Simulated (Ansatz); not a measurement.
# In2O3: the cost of one run

Method: DFT PBE, scalar-relativistic, plane waves, PAW, in Ansatz 0.2.0.

### Step 1. Starting point

Symmetry: R-3c, No. 167, trigonal system. The conventional cell has a = 5.487 Å, b = 5.487 Å, c = 14.510 Å, α = 90.00°, β = 90.00°, γ = 120.00°. Around In (site symmetry 3) lie 6 O at 2.12 to 2.26 Å. Around O (site symmetry 2) lie 4 In at 2.12 to 2.26 Å.

Structure file:

```xyz
40
Lattice="-5.4870 -3.1679 4.8367 5.4870 -3.1679 4.8367 0.0000 6.3358 4.8367" Properties=species:S:1:pos:R:3 pbc="T T T"
In    0.0000    0.0000    5.1846
In    0.0000   -3.1679   10.0212
In   -2.7435    1.5840   10.0212
In    2.7435    1.5840   10.0212
In    0.0000    0.0000    2.0704
In    0.0000   -3.1679    6.9071
In   -2.7435    1.5840    6.9071
In    2.7435    1.5840    6.9071
In    0.0000    0.0000    9.3254
In    0.0000    3.1679    4.4888
In    2.7435   -1.5840    4.4888
In   -2.7435   -1.5840    4.4888
In    0.0000    0.0000   12.4396
In    0.0000    3.1679    7.6029
In    2.7435   -1.5840    7.6029
In   -2.7435   -1.5840    7.6029
O    -1.1084    1.5840    8.4642
O     4.3786    1.5840    8.4642
O     1.6351    0.0000    3.6275
O     1.6351   -3.1679    8.4642
O    -0.8176   -1.7519    8.4642
O    -0.8176    1.4161    3.6275
O     1.9259    3.0000    8.4642
O    -3.5611    3.0000    8.4642
O     1.9259    0.1679    8.4642
O    -3.5611    0.1679    8.4642
O    -0.8176   -4.5840    8.4642
O    -0.8176   -1.4161    3.6275
O     1.1084   -1.5840    6.0458
O    -4.3786   -1.5840    6.0458
O    -1.6351    0.0000   10.8825
O    -1.6351    3.1679    6.0458
O     0.8176    1.7519    6.0458
O     0.8176   -1.4161   10.8825
O    -1.9259   -3.0000    6.0458
O     3.5611   -3.0000    6.0458
O    -1.9259   -0.1679    6.0458
O     3.5611   -0.1679    6.0458
O     0.8176    4.5840    6.0458
O     0.8176    1.4161   10.8825
```

The runs take a perfect supercell of 40 atoms; the defect goes to fractional position (0.357, 0.357, 0.357).

### Step 2. The perfect supercell

Input file input.yaml:

```yaml
crystal:
  lattice:
    - [-5.487, -3.167921, 4.836667]
    - [5.487, -3.167921, 4.836667]
    - [0.0, 6.335842, 4.836667]
  atoms:
    - { symbol: In, position: [0.35731, 0.35731, 0.35731] }
    - { symbol: In, position: [0.85731, 0.85731, 0.35731] }
    - { symbol: In, position: [0.85731, 0.35731, 0.85731] }
    - { symbol: In, position: [0.35731, 0.85731, 0.85731] }
    - { symbol: In, position: [0.14269, 0.14269, 0.14269] }
    - { symbol: In, position: [0.64269, 0.64269, 0.14269] }
    - { symbol: In, position: [0.64269, 0.14269, 0.64269] }
    - { symbol: In, position: [0.14269, 0.64269, 0.64269] }
    - { symbol: In, position: [0.64269, 0.64269, 0.64269] }
    - { symbol: In, position: [0.14269, 0.14269, 0.64269] }
    - { symbol: In, position: [0.14269, 0.64269, 0.14269] }
    - { symbol: In, position: [0.64269, 0.14269, 0.14269] }
    - { symbol: In, position: [0.85731, 0.85731, 0.85731] }
    - { symbol: In, position: [0.35731, 0.35731, 0.85731] }
    - { symbol: In, position: [0.35731, 0.85731, 0.35731] }
    - { symbol: In, position: [0.85731, 0.35731, 0.35731] }
    - { symbol: O, position: [0.601, 0.399, 0.75] }
    - { symbol: O, position: [0.101, 0.899, 0.75] }
    - { symbol: O, position: [0.101, 0.399, 0.25] }
    - { symbol: O, position: [0.601, 0.899, 0.25] }
    - { symbol: O, position: [0.75, 0.601, 0.399] }
    - { symbol: O, position: [0.25, 0.101, 0.399] }
    - { symbol: O, position: [0.25, 0.601, 0.899] }
    - { symbol: O, position: [0.75, 0.101, 0.899] }
    - { symbol: O, position: [0.399, 0.75, 0.601] }
    - { symbol: O, position: [0.899, 0.25, 0.601] }
    - { symbol: O, position: [0.899, 0.75, 0.101] }
    - { symbol: O, position: [0.399, 0.25, 0.101] }
    - { symbol: O, position: [0.399, 0.601, 0.25] }
    - { symbol: O, position: [0.899, 0.101, 0.25] }
    - { symbol: O, position: [0.899, 0.601, 0.75] }
    - { symbol: O, position: [0.399, 0.101, 0.75] }
    - { symbol: O, position: [0.25, 0.399, 0.601] }
    - { symbol: O, position: [0.75, 0.899, 0.601] }
    - { symbol: O, position: [0.75, 0.399, 0.101] }
    - { symbol: O, position: [0.25, 0.899, 0.101] }
    - { symbol: O, position: [0.601, 0.25, 0.399] }
    - { symbol: O, position: [0.101, 0.75, 0.399] }
    - { symbol: O, position: [0.101, 0.25, 0.899] }
    - { symbol: O, position: [0.601, 0.75, 0.899] }
basis:
  ecutwfc: 420
  fft_grid_basis: typed
kpoints:
  mp_grid: { grid: [3, 3, 3] }
hamiltonian:
  xc: pbe
  pseudopotentials: { kind: paw }
scf:
  occupations: { method: gaussian, width: 0.05 }
output:
  forces: true
  stress: false
  eigenvalues: true
  bader: false
  write_density: true
  volumetric_format: npy
```

Started as:

```sh
ansatz run input.yaml --threads 4 --pin off --max-ram 10240MiB --backend cpu --events-out ev --progress --plain --runs-dir out
```

**Question.** How long does this run take on 4 threads of Intel Xeon 6975P-C (Granite Rapids), shared host, and how much memory does it need?

About 7.3 s, with a peak of 2.5 GiB.
